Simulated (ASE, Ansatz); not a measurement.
# Pnnm (COD entry) AlH3, size series (2400 atoms): support functions against a reference

Wanted: errors and times of a linear-scaling basis for Pnnm (COD entry) AlH3, size series (2400 atoms). A setting counts as converged where the r.m.s. difference of forces stays under 1 % of the r.m.s. force.

Method: Kohn-Sham DFT, PBE, PAW (set soft_2), plane waves, in Ansatz 0.2.0.

### Step 1. The starting structure

The cell holds 2400 atoms: 600 Al and 1800 H. Cell: a = 26.903 Å, b = 29.422 Å, c = 28.875 Å, α = 90.0°, β = 90.0°, γ = 90.0°. It derives from AlH3 (Pnnm, COD entry), repeated 5×4×5. Pnnm (COD entry) AlH3 (cell 5.381, 7.356, 5.775, 90, 90, 90), 5 x 4 x 5 conventional cells; ideal positions.

Before any run, some limits are plain. Sampling is at Γ alone, for a cell whose shortest periodic width is 27 Å.

### Step 2. Plane-wave single point

The first run fixes the reference, at a cutoff of 420 eV.

Contents of input.yaml:

```yaml
crystal:
  lattice:
    - [26.903, 0.0, 0.0]
    - [0.0, 29.422, 0.0]
    - [0.0, 0.0, 28.8755]
  atoms:
    - { symbol: Al, position: [0.0, 0.0, 0.1] }
    - { symbol: Al, position: [0.1, 0.125, 0.0] }
    - { symbol: Al, position: [0.15748, 0.02122, 0.0] }
    - { symbol: Al, position: [0.04252, 0.22879, 0.0] }
    - { symbol: Al, position: [0.14252, 0.14621, 0.1] }
    - { symbol: Al, position: [0.05748, 0.10378, 0.1] }
    - { symbol: H, position: [0.0, 0.125, 0.1] }
    - { symbol: H, position: [0.1, 0.0, 0.0] }
    - { symbol: H, position: [0.15244, 0.01942, 0.06176] }
    - { symbol: H, position: [0.04756, 0.23058, 0.06176] }
    - { symbol: H, position: [0.14756, 0.14442, 0.03824] }
    - { symbol: H, position: [0.05244, 0.10558, 0.03824] }
    - { symbol: H, position: [0.04756, 0.23058, 0.13824] }
    - { symbol: H, position: [0.15244, 0.01942, 0.13824] }
    - { symbol: H, position: [0.05244, 0.10558, 0.16176] }
    - { symbol: H, position: [0.14756, 0.14442, 0.16176] }
    - { symbol: H, position: [0.01872, 0.03255, 0.0] }
    - { symbol: H, position: [0.18128, 0.21745, 0.0] }
    - { symbol: H, position: [0.08128, 0.15755, 0.1] }
    - { symbol: H, position: [0.11872, 0.09245, 0.1] }
    - { symbol: H, position: [0.125, 0.06938, 0.0] }
    - { symbol: H, position: [0.075, 0.18062, 0.0] }
    - { symbol: H, position: [0.175, 0.19438, 0.1] }
    - { symbol: H, position: [0.025, 0.05562, 0.1] }
    - { symbol: Al, position: [0.0, 0.0, 0.3] }
    - { symbol: Al, position: [0.1, 0.125, 0.2] }
    - { symbol: Al, position: [0.15748, 0.02122, 0.2] }
    - { symbol: Al, position: [0.04252, 0.22879, 0.2] }
    - { symbol: Al, position: [0.14252, 0.14621, 0.3] }
    - { symbol: Al, position: [0.05748, 0.10378, 0.3] }
    - { symbol: H, position: [0.0, 0.125, 0.3] }
    - { symbol: H, position: [0.1, 0.0, 0.2] }
    [... 2362 atom lines left out ...]
    - { symbol: H, position: [0.88128, 0.90755, 0.9] }
    - { symbol: H, position: [0.91872, 0.84245, 0.9] }
    - { symbol: H, position: [0.925, 0.81938, 0.8] }
    - { symbol: H, position: [0.875, 0.93062, 0.8] }
    - { symbol: H, position: [0.975, 0.94438, 0.9] }
    - { symbol: H, position: [0.825, 0.80562, 0.9] }
kpoints:
  mp_grid: { grid: [1, 1, 1] }
hamiltonian:
  xc: pbe
scf:
  occupations: { method: fixed }
output:
  forces: true
  stress: true
  populations: true
  dos:
    method: { smearing: { sigma: 0.1 } }
    de: 0.1
    projected: { site_lists: { Al: [Al], H: [H] } }
  eigenvalues: true
```

Launch:

```bash
> ansatz run input.yaml --threads 32 --pin off --max-ram 143360MiB --backend cuda --events-out ev --progress --plain --runs-dir out
```

Numbers of over 12 decimals in the logs are rounded to 6 here.

The program printed:

```text
Warning: the atoms were moved onto the symmetric positions of the space group found under crystal.symmetry.tolerance 1.0e-5 (fractional; no operation is sought that the atoms, as they stand in a round, miss by more than twice it, and no atom is moved by as much as it), and the run uses the moved positions. [...]
Engine: ansatz 0.2.0, aarch64-unknown-linux-gnu
Pseudopotentials: kind: paw
Pseudopotential: Al, paw, valence charge 3, recommended cutoff 420 eV (normal), Al.paw.azcp
Pseudopotential: H, paw, valence charge 1, recommended cutoff 420 eV (normal), H.paw.azcp
[...]
Crystal: 2400 atoms, lattice volume = 22856.115 Å³
Basis set: ecut = 420 eV, 446703 PW (Γ), exchange–correlation on 360×400×400 points (8 copies of the dense FFT grid, shifted against one another)
Bands: 4200, of which v1, the nominal top of the filled ones, is band 1800 counted from 1 (1799 counted from 0)
Symmetry: 800 space group operations
Space group: Pnnm (ITA 58), of the structure as read, at distance tolerance 2.8e-4 Å
k-points: 1
[... 5 lines on functional and potentials left out ...]
Initial density: superposition of atomic densities (neutral atoms: chi_scale 0, normalization atom), corrected by the library's trained network
Initial wavefunctions: pseudopotential atomic-orbital guess
[...]
Functional: x = pbe(κ = 0.804, μ = 0.219515), c = pbe(β = 0.066725)
SCF iter   1: F=—  HF=-350983.050767 eV  |F-HF|=—  |Δ(HF+E_count)|=         —  Δρ=3.94e-3  dr2=6.02e0  ethr=1.77e-3  ⟨swp⟩=5.0  Hψ=14985  notcnv=0  defer=2391
preconditioner: auto → Resta (q_TF=auto, 2.005 Å⁻¹)  ε∞=2.8  [insulator: Δε(μ)=3.233 eV  Ē_g=11.076 eV  n_scr=3136 (ndim 8)  ℏωp=14.7 eV  f_vac=0.000  ε∞_Penn≈2.8]
SCF iter   2: F=—  HF=-350981.369380 eV  |F-HF|=—  |Δ(HF+E_count)|=    1.68e0  Δρ=1.61e-3  dr2=1.03e0  ethr=1.67e-4  ⟨swp⟩=2.0  Hψ=4859  notcnv=0  defer=2379
SCF iter   3: F=—  HF=-350981.164386 eV  |F-HF|=—  |Δ(HF+E_count)|=   2.05e-1  Δρ=4.28e-4  dr2=3.63e-2  ethr=2.85e-5  ⟨swp⟩=2.0  Hψ=3236  notcnv=0  defer=2398
SCF iter   4: F=—  HF=-350981.183684 eV  |F-HF|=—  |Δ(HF+E_count)|=   1.93e-2  Δρ=6.23e-5  dr2=1.16e-3  ethr=1.01e-6  ⟨swp⟩=2.0  Hψ=3631  notcnv=0  defer=2397
SCF iter   5: F=—  HF=-350981.186710 eV  |F-HF|=—  |Δ(HF+E_count)|=   3.03e-3  Δρ=1.36e-5  dr2=6.87e-5  ethr=3.22e-8  ⟨swp⟩=2.0  Hψ=3557  notcnv=0  defer=2371
SCF iter   6: F=—  HF=-350981.194038 eV  |F-HF|=—  |Δ(HF+E_count)|=   7.33e-3  Δρ=8.57e-6  dr2=1.56e-5  ethr=1.91e-9  ⟨swp⟩=2.0  Hψ=3629  notcnv=0  defer=2371
SCF iter   7: F=—  HF=-350981.194042 eV  |F-HF|=—  |Δ(HF+E_count)|=   4.05e-6  Δρ=1.40e-6  dr2=5.40e-7  ethr=4.32e-10  ⟨swp⟩=2.0  Hψ=3577  notcnv=0  defer=2371
SCF iter   8: F=-350981.194043 eV  HF=-350981.194043 eV  |F-HF|=1.42e-8  |Δ(HF+E_count)|=   7.80e-7  Δρ=3.39e-7  dr2=2.25e-8  ethr=2.78e-12  ⟨swp⟩=22.0  Hψ=47250  notcnv=0
SCF 1 converged in 8 iterations: F = -350981.194043 eV  dr2 = 2.25e-8
  greatest PAW one-centre occupation: 0.391 electrons in one spin orbital (limit 2), on the Al atom at site 2380 (counted from 0), in its partial waves of l = 0
SCF converged after 8 iterations
Free energy (F): -350981.194043 eV
Harris-Foulkes:  -350981.194043 eV  (|F-HF|=1.42e-8)
Internal energy: -350981.194043 eV  (E = F + TS)
E sigma→0 (E₀):  -350981.194043 eV
Fermi energy:    0.664621 eV
--- Per-component energies (eV) ---
  E_band       = -10120.888950
  E_kinetic    = 39572.360399
  E_local      = -37233.396955  (includes V_loc(G=0)·N_el)
  E_nonlocal   = 8469.870137
  E_hartree    = 10514.017839
  E_xc         = -40276.921000
  E_vxc        = -38592.750645  (∫ρ·V_xc dr)
  E_paw        = -281343.375052  (= ΣΔE_a)
  E_vpaw       = -3362.705271  (= ΣTr[D̂ρ^β])
  E_aug_tail   = -2.301332  (compensation charges beyond the density's cutoff)
  E_ewald      = -50681.448079
  E_smearing   = -0.000000  (= −TS)
  E_closure    = -0.000000  (closes the sum)
  Σ components = -350981.194043   (vs F -350981.194043, Δ=0.00e0)
--- Forces (eV/Å), atoms counted from 1 ---
[... 2400 lines of forces left out ...]
  max |Σ_I F_I| component: 7.99e-14 eV/Å
--- Stress (GPa, compression-positive) ---
       -1.113293      -0.000000       0.000000
        0.000000       4.159827       0.000000
        0.000000       0.000000      -2.488820
  P = ⅓ Tr σ = 0.1859 GPa (1.859 kbar)
--- Band table (eV) ---
[... left out ...]
--- Löwdin populations: 2400 sites ---
  site symbol       q [e]
[... 2400 lines, one an atom, left out ...]
  spilling = 0.012067 (of n_electrons = 3600.000000)
```

Elapsed: 60 s, on 1 × NVIDIA GB200 with 32 threads of Arm Neoverse V2, shared host; peak memory 17 GiB.

That memory is the host's. Forces of this run were stored rounded, and per-atom blocks of the log weren't kept.

The program notes that positions were snapped to a detected symmetry.

Numbers from this run:

* free energy: -350981.1940 eV
* free energy per atom: -146.2422 eV/atom
* SCF cycles: 8
* pressure: 0.1859 GPa
* r.m.s. force component: 0.3613 eV/Å
* longest force: 0.7542 eV/Å
* Fermi energy: 0.6646 eV
* gap (highest filled to lowest empty level): 3.175 eV
* spilling of the projection: 0.01207

The r.m.s. force component of 0.36 eV/Å sets the scale for the differences below.

### Step 3. Support functions medium

The cell is solved in localised support functions. The level medium gives here a grid of 120×144×144 points and a radius of 3.37 Å.

This step: Kohn-Sham DFT, PBE, PAW (set soft_2), localised support functions (medium) (Ansatz 0.2.0).

input.yaml, the sections that differ from step 2:

```yaml
scf:
  occupations: { method: fixed }
  eigensolver: { kind: { support_functions: { accuracy: medium } } }
  max_iter: 150
output:
  forces: true
  eigenvalues: true
# crystal, kpoints, hamiltonian: as in step 2
```

The program printed:

```text
Warning: scf.eigensolver.kind.support_functions: disabling space-group detection — the functions' gradient is summed over unrotated k-points, so no spatial operation reduces the k-mesh or symmetrises the density; time reversal is kept, so that k and −k are solved as one point where they differ and the mesh holds both, and exact exchange and, on two spinor components, a DFT+U term hold to it where the run has them: [...]
settings of this run that can trade accuracy for cost: scf.eigensolver.kind.support_functions [...]
[...]
device memory: the entry about to start is reckoned to put 20.3 GiB on a device that reports 182.5 GiB free
GPU FFT provider: cuFFT
GPU libraries: cuBLAS 13.8.1, cuFFT 12.4.0, cuSOLVER 12.3.2
GPU matrix products: emulated (plane waves: as basis.precision tells), large ones in fixed point in workspaces of 1.00 GiB
Crystal: 2400 atoms, lattice volume = 22856.115 Å³
Basis set: ecut = 420 eV, 446703 PW (Γ), exchange–correlation on 360×400×400 points (8 copies of the dense FFT grid, shifted against one another)
Bands: 2160, of which v1, the nominal top of the filled ones, is band 1800 counted from 1 (1799 counted from 0)
Symmetry: 1 space group operations
k-points: 1
[...]
GPU buffer pool allocated for 7200000 grid points (all kernels)
Eigensolver: Support functions (medium, 120×144×144 points, laid for a spacing of at most 0.237286 Å, radius 3.369526 Å, 2 species' potentials softened for the grid, 2 wholly corrected for its errors in the mean over positions, 2 with the egg-box correction, energy correction by stochastic trace)
[...]
SCF iter   1: F=—  HF=-350837.648123 eV  |F-HF|=—  |Δ(HF+E_count)|=         —  Δρ=9.06e-2  dr2=1.53e3  ethr=1.00e-1
[...]
SCF iter  10: F=—  HF=-350985.185247 eV  |F-HF|=—  |Δ(HF+E_count)|=   5.32e-2  Δρ=3.03e-6  dr2=2.09e-6  ethr=7.67e-10  κ⁻¹=2.9e-8(r=7)
SCF iter  11: F=-350985.224649 eV  HF=-350985.224648 eV  |F-HF|=1.04e-6  |Δ(HF+E_count)|=   3.94e-2  Δρ=1.82e-6  dr2=9.78e-7  ethr=5.79e-11
SCF 1 converged in 11 iterations: F = -350985.580593 eV  dr2 = 9.78e-7
[...]
SCF converged after 11 iterations
Stability not checked: this state was not tested for a lower state beside it, because the mixer in use, unlike msr1, does not test its closes by its own steps (another_mixer; see scf.mixing.algorithm and scf.lower_state_search)
Free energy (F): -350985.580593 eV
[...]
Internal energy: -350985.580593 eV  (E = F + TS)
E sigma→0 (E₀):  -350985.580593 eV
Fermi energy:    0.664232 eV
[...]
Σ components = -350985.580593   (vs F -350985.580593, Δ=0.00e0)
--- Forces (eV/Å), atoms counted from 1 ---
[... 2400 lines of forces left out ...]
  max |Σ_I F_I| component: 3.38e-2 eV/Å
--- Band table (eV) ---
[... left out ...]
```

Elapsed: 14 s, on 1 × NVIDIA GB200 with 32 threads; peak memory 4.4 GiB; 40 s of CPU time.

That memory is the host's; the program planned up to 20.3 GiB on the GPU.

The program notes that the band table was not solved further than the SCF left it and it switched symmetry off. Further notices: band edge not converged.

Keys that differ from the reference: support_functions.accuracy = "medium" and scf.max_iter = 150.

Forces differ from the reference by 0.81 meV/Å r.m.s., 0.22 % of their size, well within a tolerance of 1 %; the energy by -1.8 meV/atom.

### Step 4. Truncated density matrix

Cutting the density matrix at a range is meant to remove the step that grows fastest with size; it needs a cell with a gap.

This step: Kohn-Sham DFT, PBE, PAW (set soft_2), localised support functions (medium), truncated density matrix (Ansatz 0.2.0).

input.yaml, the sections that differ from step 3:

```yaml
scf:
  occupations: { method: fixed }
  eigensolver:
    kind:
      support_functions: { accuracy: medium, density_matrix: { truncated: {} } }
  max_iter: 150
output:
  forces: true
# crystal, kpoints, hamiltonian: as in step 3
```

The program printed:

```text
[...]
GPU FFT provider: cuFFT
GPU libraries: cuBLAS 13.8.1, cuFFT 12.4.0, cuSOLVER 12.3.2
[...]
Crystal: 2400 atoms, lattice volume = 22856.115 Å³
Basis set: ecut = 420 eV, 446703 PW (Γ), exchange–correlation on 360×400×400 points (8 copies of the dense FFT grid, shifted against one another)
Bands: 1857, of which v1, the nominal top of the filled ones, is band 1800 counted from 1 (1799 counted from 0)
Symmetry: 1 space group operations
k-points: 1
[...]
GPU buffer pool allocated for 7200000 grid points (all kernels)
[...]
SCF iter   1: F=—  HF=-350838.303505 eV  |F-HF|=—  |Δ(HF+E_count)|=         —  Δρ=9.06e-2  dr2=1.53e3  ethr=1.00e-1
[...]
SCF iter  10: F=-350985.215683 eV  HF=-350985.215680 eV  |F-HF|=3.41e-6  |Δ(HF+E_count)|=   4.92e-2  Δρ=4.37e-6  dr2=5.09e-6  ethr=7.53e-10
WARN: states of the grid below an occupied one that the support functions miss were sought only among those that the levels near the highest filled one couple to: one that couples little to each, as a local one in a large cell, is not found (with such a state the run ended in a higher one, [...]
SCF 1 converged in 10 iterations: F = -350985.580380 eV  dr2 = 5.09e-6
[...]
SCF converged after 10 iterations
[...]
Free energy (F): -350985.580380 eV
[...]
Internal energy: -350985.580380 eV  (E = F + TS)
E sigma→0 (E₀):  -350985.580380 eV
Fermi energy:    0.664357 eV
[...]
--- Forces (eV/Å), atoms counted from 1 ---
[... 2400 lines of forces left out ...]
  max |Σ_I F_I| component: 4.34e-2 eV/Å
```

It took 12 s on 1 × NVIDIA GB200 with 32 threads; peak memory 4.4 GiB; 37 s of CPU time.

That memory is the host's; the program planned up to 26 GiB on the GPU.

The program notes that the search for missed states was only partial.

Keys that differ from the reference: support_functions.accuracy = "medium", support_functions.density_matrix.truncated = {} and scf.max_iter = 150.

Forces differ from the reference by 0.80 meV/Å r.m.s., 0.22 % of their size, well within a tolerance of 1 %; the energy by -1.8 meV/atom.

### Step 5. Cost against change

Differences are against the plane-wave reference (Kohn-Sham DFT, PBE, PAW (set soft_2), plane waves), whose r.m.s. force component is 0.361 eV/Å. Energies are set beside the reference only for runs with its functional, potentials and electron count. Times are for 1 × NVIDIA GB200 with 32 threads of Arm Neoverse V2, shared host. The reference's time includes the DOS and the stress, which some other runs skip.

| run | Δ force, r.m.s. (meV/Å) | share of r.m.s. force (%) | Δ energy (meV/atom) | Δ gap (eV) | cycles | time | host memory (GiB) |
| --- | --- | --- | --- | --- | --- | --- | --- |
| reference | - | - | - | - | 8 | 60 s | 17 |
| support functions medium | 0.809 | 0.224 | -1.83 | -2.0e-4 | 11 | 14 s | 4.4 |
| truncated density matrix | 0.798 | 0.221 | -1.83 | - | 10 | 12 s | 4.4 |

### Step 6. What the reference run shows

The comparisons rest on this run, so its electronic structure is set out here.

Length of the force by element:

| element | coordination | atoms | mean length of the force (eV/Å) | spread | least | most |
| --- | --- | --- | --- | --- | --- | --- |
| Al | all | 600 | 0.395 | 0.279 | 0 | 0.593 |
| H | all | 1800 | 0.627 | 0.226 | 0 | 0.754 |

(Part 1 of 2 ends here.)

[Logs are printed without paths, hosts, clocks, repeated set-up lines and the standing remarks that a program may print on its own settings, such as how far it seeks lower states.]

[Hosts, paths, dates, database ids (printed as entryN), source tags and the programs' standing remarks are cut or masked in the printed files.]
